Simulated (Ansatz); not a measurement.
# Σ3 (112) boundary in fcc Au with S (substitutional): structure and resistance, part 2 of 2

Wanted: what the Σ3 (112) boundary in fcc Au with S (substitutional) costs an interconnect.

Ansatz 0.2.0; Ansatz plane-wave DFT, PBE, PAW files; relaxation of a bicrystal slab with its lowest layers held; PAW set soft_1 (the session's first sound run).

So far. Step 2 (Relaxing the bicrystal): The largest force component on a free atom ends at 0.023 eV/Å, under the tolerance of 0.03, after 10 steps.

## 3. Transmission across the boundary

Bulk layers of each grain are laid under and over the relaxed boundary, and a lead is named in the middle of each, away from the free faces. The mesh across the current, 22×10, is finer than the density's, because channels open and close sharply across the zone. Energies from -0.1 to 0.1 eV in steps of 0.05 eV are too few for the program's thermal sum, so it prints no conductance; for a metal the transmission near the Fermi level serves, at a fraction of the cost.

This step: Ansatz plane-wave DFT, PBE, PAW files; ballistic transport by layer matching (Landauer), zero bias; boundary relaxed in a short slab, bulk layers laid on; PAW set soft_1 (Ansatz 0.2.0).

System of this step: Σ3 (112) boundary in fcc Au with S (substitutional). The cell holds 52 atoms: 51 Au and 1 S. Cell: a = 2.884 Å, b = 7.064 Å, c = 51.389 Å, α = 90.0°, β = 90.0°, γ = 90.0°. It derives from Au. Regions: lower grain, 21 atoms (21 Au); boundary, 14 atoms (13 Au and 1 S); upper grain, 17 atoms (17 Au). Vacuum lies along c.

Input file input.yaml:

```yaml
crystal:
  lattice:
    - [2.8837582304, 0.0, 0.0]
    - [0.0, 7.063736206, 0.0]
    - [0.0, 0.0, 51.3886622019]
  atoms:
    - { symbol: Au, position: [-14.0, 9.3333333332, 0.0778381812] }
    - { symbol: Au, position: [-13.5, 8.9999999999, 0.0940376552] }
    - { symbol: Au, position: [-13.0, 8.6666666665, 0.1102371291] }
    - { symbol: Au, position: [-12.5, 8.3333333332, 0.1264366031] }
    - { symbol: Au, position: [-12.0, 7.9999999999, 0.142636077] }
    - { symbol: Au, position: [-11.5, 7.6666666666, 0.158835551] }
    - { symbol: Au, position: [-11.0, 7.3333333332, 0.175035025] }
    - { symbol: Au, position: [-10.5, 6.9999999999, 0.1912344989] }
    - { symbol: Au, position: [-10.0, 6.6666666666, 0.2074339729] }
    - { symbol: Au, position: [-9.5, 6.3333333332, 0.2236334469] }
    - { symbol: Au, position: [-9.0, 5.9999999999, 0.2398329208] }
    - { symbol: Au, position: [-8.5, 5.6666666666, 0.2560323948] }
    - { symbol: Au, position: [-8.0, 5.3333333333, 0.2722318687] }
    - { symbol: Au, position: [-7.5, 4.9999999999, 0.2884313427] }
    - { symbol: Au, position: [-7.0, 4.6666666666, 0.3046308167] }
    - { symbol: Au, position: [-6.5, 4.3333333333, 0.3208302906] }
    - { symbol: Au, position: [-6.0, 3.9999999999, 0.3370297646] }
    - { symbol: Au, position: [-5.5, 3.6666666666, 0.3532292386] }
    - { symbol: Au, position: [-5.0, 3.3333333333, 0.3694287125] }
    - { symbol: Au, position: [-4.5, 3.0, 0.3856281865] }
    - { symbol: Au, position: [-4.0, 2.6666666666, 0.4018276604] }
    - { symbol: Au, position: [0.5, 0.3333333333, 0.4180271344] }
    - { symbol: Au, position: [0.0, 0.9890854147, 0.4365627267] }
    - { symbol: Au, position: [0.5, 0.6479536548, 0.4539328762] }
    - { symbol: Au, position: [0.0, 0.3115222689, 0.4698780109] }
    - { symbol: Au, position: [0.5, 0.9732417541, 0.4871629705] }
    - { symbol: Au, position: [0.0, 0.6421714934, 0.505755085] }
    - { symbol: Au, position: [0.5, 0.316237227, 0.5230720296] }
    - { symbol: S, position: [0.0, 0.0131928592, 0.5365227638] }
    - { symbol: Au, position: [0.0, 0.5470286183, 0.5605882803] }
    - { symbol: Au, position: [0.5, 0.9021179682, 0.577038569] }
    - { symbol: Au, position: [0.0, 0.2366404083, 0.596172202] }
    - { symbol: Au, position: [0.5, 0.5724749783, 0.6107843682] }
    - { symbol: Au, position: [0.0, 0.9077849351, 0.6284746439] }
    - { symbol: Au, position: [0.5, 0.2451573687, 0.6467707614] }
    - { symbol: Au, position: [-4.0, 2.578490702, 0.6629702354] }
    - { symbol: Au, position: [-4.5, 2.9118240354, 0.6791697094] }
    - { symbol: Au, position: [-5.0, 3.2451573687, 0.6953691833] }
    - { symbol: Au, position: [-5.5, 3.578490702, 0.7115686573] }
    - { symbol: Au, position: [-6.0, 3.9118240353, 0.7277681313] }
    - { symbol: Au, position: [-6.5, 4.2451573687, 0.7439676052] }
    - { symbol: Au, position: [-7.0, 4.578490702, 0.7601670792] }
    - { symbol: Au, position: [-7.5, 4.9118240353, 0.7763665531] }
    - { symbol: Au, position: [-8.0, 5.2451573687, 0.7925660271] }
    - { symbol: Au, position: [-8.5, 5.578490702, 0.8087655011] }
    - { symbol: Au, position: [-9.0, 5.9118240353, 0.824964975] }
    - { symbol: Au, position: [-9.5, 6.2451573686, 0.841164449] }
    - { symbol: Au, position: [-10.0, 6.578490702, 0.857363923] }
    - { symbol: Au, position: [-10.5, 6.9118240353, 0.8735633969] }
    - { symbol: Au, position: [-11.0, 7.2451573686, 0.8897628709] }
    - { symbol: Au, position: [-11.5, 7.578490702, 0.9059623448] }
    - { symbol: Au, position: [-12.0, 7.9118240353, 0.9221618188] }
kpoints:
  mp_grid: { grid: [9, 4, 1] }
hamiltonian:
  xc: pbe
  pseudopotentials: { kind: paw, azcp: { folder: soft_1 } }
scf:
  occupations: { method: fermi_dirac, width: 0.1 }
output:
  transmission:
    leads: [[11, 12], [42, 43]]
    kmesh: [22, 10]
    e_range: [-0.1, 0.1]
    de: 0.05
  write_potential: true
  write_density: true
  volumetric_format: npy
  elf: true
```

Run with:

```sh
ansatz run input.yaml --threads 4 --pin off --max-ram 15360MiB --backend cpu --events-out ev --progress --plain --runs-dir out
```

Numbers of over 12 decimals in the logs are rounded to 6 here.

What it wrote:

```text
[...]
Crystal: 52 atoms, lattice volume = 1046.793 Å³
Basis set: ecut = 420 eV, 20445 PW (Γ)
Bands: 585, of which v1, the nominal top of the filled ones, is band 488 counted from 1 (487 counted from 0)
Symmetry: 2 space group operations
[...]
k-points: 15 of 36 (time reversal used)
[...]
SCF iter   1: F=—  HF=-671623.218082 eV  |F-HF|=—  |Δ(HF+E_count)|=         —  Δρ=6.22e-2  dr2=6.27e1  ethr=3.10e-3  ⟨swp⟩=5.8  Hψ=30004  notcnv=0  defer=237
[...]
SCF iter  10: F=-671609.837128 eV  HF=-671609.837128 eV  |F-HF|=1.28e-8  |Δ(HF+E_count)|=   1.01e-7  Δρ=1.30e-6  dr2=2.67e-8  ethr=1.03e-11  ⟨swp⟩=12.3  Hψ=39187  notcnv=0
SCF 1 converged in 10 iterations: F = -671609.837128 eV  dr2 = 2.67e-8
[...]
transmission: 362 of 3600 steps passed
transmission: 720 of 3600 steps passed
[...]
transmission: 3600 of 3600 steps passed
WARN: The output density's exchange-correlation potential varies sharply where the density is thin. Do not read a vacuum level from v_tot or v_xc, or from such a field of the output density. On a cell that repeats whose density bears no net charge and no dipole along the vacuum's axis use v_es (v_loc + v_h of the components); under efield.dipole_correction with no amplitude use v_es + v_field, which holds any externa [...]
SCF converged after 10 iterations
Free energy (F): -671609.837128 eV
[...]
Internal energy: -671609.380017 eV  (E = F + TS)
E sigma→0 (E₀):  -671609.608572 eV
Entropy (-TS):   -0.457111 eV (-8.791 meV/atom)
Fermi energy:    16.403084 eV
[...]
--- Band table (eV; the first three rows and the last of 15) ---
  k-point 0: bands = [... 484 lower, 14.8366, 14.8372, 14.9408, 15.0157, 15.1935, 15.2575, 15.3058, 15.3609, ... 93 higher]
  k-point 1: bands = [... 484 lower, 14.7657, 14.7796, 14.8227, 14.8969, 14.9656, 15.1243, 15.2594, 15.4528, ... 93 higher]
  k-point 2: bands = [... 484 lower, 14.5875, 14.7040, 14.7063, 14.7183, 14.8234, 14.9048, 14.9973, 15.3625, ... 93 higher]
  k-point 14: bands = [... 484 lower, 17.1367, 17.3247, 17.5263, 17.5476, 17.6204, 17.6389, 17.6925, 17.7244, ... 93 higher]
--- Transmission ---
  basis      : 175 plane waves across, 50 finite elements along
  points     : 72, standing for a mesh of 22 x 10
  energies   : 5 from -0.100000 to 0.100000 eV about the Fermi level, 0.050000 eV apart; the leads are filled to 0.000000 eV, and channels, transmission and decay are at 0.000000 eV
  crystal 0  : Au3, at the sites [11, 12], period 2.4974 Å, over 18.31 Å; its Hamiltonian steps by up to 40.5 meV: too much for a lead, lay more layers or, if its atoms are ordered, name the step of that order
    offset         : up to 0.0000 Å between an atom of the period and one for which it stands
    channels       : 2.313636e0 a spin
    conductance    : none, the energies end too early or step too widely for 300 K: set another output.transmission.e_range or a lower de, or, where they end at an eighth of basis.ecutwfc, a higher one
[...]
channels       : 2.313636e0 a spin
[...]
junction   : crystal 0 to crystal 1, 13.02 to 38.93 Å
    transmission   : 1.216553e0 a spin
[...]
```

The job ended after 38 min (4 threads of Arm Neoverse N1, shared host; peak memory 11 GiB).

In the SCF lines HF is the Harris–Foulkes energy and dr2 the Hartree energy of the density residual, in eV; the loop may stop once dr2 is under the threshold and the program's other checks hold. Hψ counts applications of the Hamiltonian.

This run has no spin polarisation although its electron count is odd.

This step gave:

```
free energy                                    : -671609.8371 eV
energy at zero smearing                        : -671609.6086 eV
Fermi energy                                   : 16.40 eV
cell area                                      : 20.37 Å²
transmission per spin nearest the Fermi level  : 1.217
open channels per spin nearest the Fermi level : 2.314
open channels per spin, upper lead             : 2.314
step of the lead's potential                   : 40.5 meV
step of the upper lead's potential             : 40.3 meV
```

Per spin. Transmission, zone mean against energy, zero at the Fermi level:

| energy (eV) | transmission, zone mean |
| --- | --- |
| -0.1000 | 1.19 |
| -0.0500 | 1.20 |
| 0.0000 | 1.22 |
| 0.0500 | 1.23 |
| 0.1000 | 1.25 |

Per spin. Table of open channels, zone mean, lead = upper lead by energy, zero at the Fermi level:

```
energy (eV)  open channels, zone mean, lead = upper lead
    -0.1000                                         2.32
    -0.0500                                         2.33
     0.0000                                         2.31
     0.0500                                         2.31
     0.1000                                         2.31
```

Transmission over k1 and k2. At 0.0000 eV from the Fermi level.

Ten even steps from '0' (0.07) to '9' (2.05):
```
3544566546323645665445
2345666548656845666543
0455665659989956566554
0434567769888967765434
0413578869777968875314
0434567769888967765434
0455665659989956566554
2345666548656845666543
3544566546323645665445
3544456543333345654445
```
Columns: k1 (b1) from -0.5 to 0.455; rows upwards: k2 (b2) from -0.5 to 0.4.

Open channels over k1 and k2. At 0.0000 eV from the Fermi level.

Ten even steps from '0' (1.00) to '9' (3.00):
```
5555555559555955555555
5555555599959995555555
5555555999999999555555
5055599999999999995550
5009999999999999999900
5055599999999999995550
5555555999999999555555
5555555599959995555555
5555555559555955555555
5555555555555555555555
```
Columns: k1 (b1) from -0.5 to 0.455; rows upwards: k2 (b2) from -0.5 to 0.4.

Electrostatic potential energy in the cb plane at fractional x = 0.000, with atoms of Au and S within 0.2 Å of it. With pseudopotentials it is smooth inside the atoms' cores, unlike the true potential.

Values in eV, 10 rows by 16 columns, each cell a mean:
```
 18  18  -3 -27  10  18  18  12 -16  12  17  18 -13 -29  13  17
 18  12  13   7  18  19  17  17  17  19  18  19  -5 -21  15  18
  8 -25   4  18  18  18 -10  -3  19  16  18  20  16  13  11  12
  4 -31  -1  18  17  15 -27 -19  13 -16   2  19  18  17 -18 -16
 14  -2  14  19  18  17  -6   0   9 -31 -10  18  17  17 -21 -20
 -1  18  18  19   4   2  17  18  16  -7   7  16  18  19   8   8
-19  17  17  17 -20 -24  16  17  18  18  11 -14  10  19  18  13
 -2  19  18  18 -11 -15  18  18  18  20   3 -32  -2  18  17   6
 17  19  15   5  14  15  19  16   2  17  12 -14   9  18  19  15
 17  18  -4 -28  10  18  18   5 -23   7  18  16   8   1  18  19
```
Columns run along c (16.0 Å, from fractional 0.37 to 0.69 of the cell; values clipped at the 3rd and 97th percentile), rows up along b (7.1 Å). Atoms in or near the plane, at fractional coordinates: Au at (0.40, 0.67), Au at (0.44, 0.99), Au at (0.47, 0.31), Au at (0.51, 0.64), S at (0.54, 0.01), Au at (0.56, 0.55), Au at (0.60, 0.24), Au at (0.63, 0.91), Au at (0.66, 0.58).

ELF in the cb plane at fractional x = 0.000, with atoms of Au and S within 0.2 Å of it. It is the smooth field of the valence electrons, not physical close to the nuclei.

Values, 10 rows by 16 columns, each cell a mean:
```
0.19 0.19 0.37 0.58 0.26 0.19 0.18 0.58 0.67 0.48 0.20 0.19 0.45 0.62 0.24 0.19
0.17 0.26 0.24 0.30 0.16 0.14 0.20 0.24 0.45 0.19 0.19 0.17 0.40 0.51 0.23 0.19
0.28 0.54 0.32 0.19 0.17 0.17 0.43 0.38 0.15 0.20 0.18 0.12 0.21 0.25 0.26 0.25
0.32 0.64 0.36 0.18 0.20 0.22 0.60 0.51 0.26 0.48 0.34 0.16 0.19 0.20 0.50 0.49
0.23 0.36 0.22 0.13 0.19 0.20 0.41 0.34 0.28 0.65 0.42 0.19 0.19 0.19 0.54 0.51
0.35 0.20 0.18 0.14 0.32 0.33 0.20 0.20 0.22 0.42 0.30 0.21 0.17 0.13 0.29 0.28
0.51 0.20 0.20 0.19 0.53 0.57 0.20 0.20 0.17 0.18 0.26 0.45 0.28 0.15 0.19 0.24
0.37 0.16 0.18 0.20 0.43 0.47 0.17 0.17 0.22 0.10 0.34 0.67 0.37 0.18 0.20 0.29
0.20 0.13 0.22 0.31 0.24 0.23 0.12 0.35 0.74 0.39 0.24 0.45 0.27 0.19 0.15 0.21
0.20 0.17 0.38 0.59 0.27 0.19 0.16 0.58 0.28 0.59 0.16 0.21 0.28 0.35 0.16 0.16
```
Columns run along c (16.0 Å, from fractional 0.37 to 0.69 of the cell), rows up along b (7.1 Å). Atoms in or near the plane, at fractional coordinates: Au at (0.40, 0.67), Au at (0.44, 0.99), Au at (0.47, 0.31), Au at (0.51, 0.64), S at (0.54, 0.01), Au at (0.56, 0.55), Au at (0.60, 0.24), Au at (0.63, 0.91), Au at (0.66, 0.58).

Valence density in the cb plane at fractional x = 0.000, with atoms of Au and S within 0.2 Å of it. It is the smooth field of the valence electrons, not physical close to the nuclei.

Values in e/Å³, 10 rows by 16 columns, each cell a mean:
```
 0  0  2  8  1  0  0  0  1  0  0  0  4  9  0  0
 0  0  0  1  0  0  0  0  0  0  0  0  2  5  0  0
 1  6  1  0  0  0  3  2  0  0  0  0  0  0  1  0
 1 10  2  0  0  0  8  6  0  4  1  0  0  0  5  5
 0  2  0  0  0  0  2  2  1 10  3  0  0  0  6  5
 2  0  0  0  1  1  0  0  0  2  1  0  0  0  1  1
 5  0  0  0  6  7  0  0  0  0  1  4  1  0  0  0
 2  0  0  0  3  4  0  0  0  0  1 11  2  0  0  1
 0  0  0  1  0  0  0  0  1  0  0  3  1  0  0  0
 0  0  2  8  1  0  0  1  1  1  0  0  1  1  0  0
```
Columns run along c (16.0 Å, from fractional 0.37 to 0.69 of the cell), rows up along b (7.1 Å). Atoms in or near the plane, at fractional coordinates: Au at (0.40, 0.67), Au at (0.44, 0.99), Au at (0.47, 0.31), Au at (0.51, 0.64), S at (0.54, 0.01), Au at (0.56, 0.55), Au at (0.60, 0.24), Au at (0.63, 0.91), Au at (0.66, 0.58).

Over the solved energies the transmission per spin lies between 1.19 and 1.25, out of 2.32 channels of the lead on average (up to 2.33). The log calls the step of a lead's potential too much.

## 4. Specific resistance

This step: Ansatz plane-wave DFT, PBE, PAW files; ballistic transport by layer matching (Landauer), zero bias; specific resistance of the boundary; PAW set soft_1 (Ansatz 0.2.0).

This step gave:

| Item | Value |
| --- | --- |
| area resistance | 1.021 fΩ m² |
| T over the leads' mean channel count | 0.5262 |

Averaged over the energies near the Fermi level, 52.6 % of the channels pass, which makes 1.02 fΩ m².

By hand, with T and the leads' channels N averaged over the energies near the Fermi level: RA = A (h/2e²)(1/T − ½[1/N₁ + 1/N₂]) = 20.37×10⁻²⁰ m² × 12 906 Ω × (1/1.220 − ½[1/2.319 + 1/2.319]) = 1.02 fΩ m².

## 5. Results

| Item | Value |
| --- | --- |
| specific resistance of the boundary | 1.02 fΩ m² |
| share of channels that pass | 0.526 |

The boundary has a specific resistance of 1.0 fΩ m². The boundary reflects 47 % of the channels; 1.0 fΩ m² is 10×10⁻¹² Ω·cm². That equals the resistance of 45 nm of bulk Au at 300 K (measured 2.271 µΩ cm, CRC Handbook of Chemistry and Physics, 84th ed., 2003, Electrical Resistivity of Pure Metals). One S in 20.4 Å² of boundary is a high coverage. In the relaxation the upper grain slid sideways by about 0.6 Å, so the result belongs to the position that it found, not to the starting one. Each plane of this narrow cell holds one atom, so the solute fills a whole plane. One starting structure was relaxed; another shift or atom count at the boundary may lie lower. Spin-orbit coupling is left out, which matters for Au. A lead's potential steps by up to 40 meV from period to period, which the log calls too much, so longer leads could move the result.

[Logs are printed without paths, hosts, clocks, repeated set-up lines and the standing remarks that a program may print on its own settings, such as how far it seeks lower states.]

[Hosts, paths, dates, database ids (printed as entryN), source tags and the programs' standing remarks are cut or masked in the printed files.]
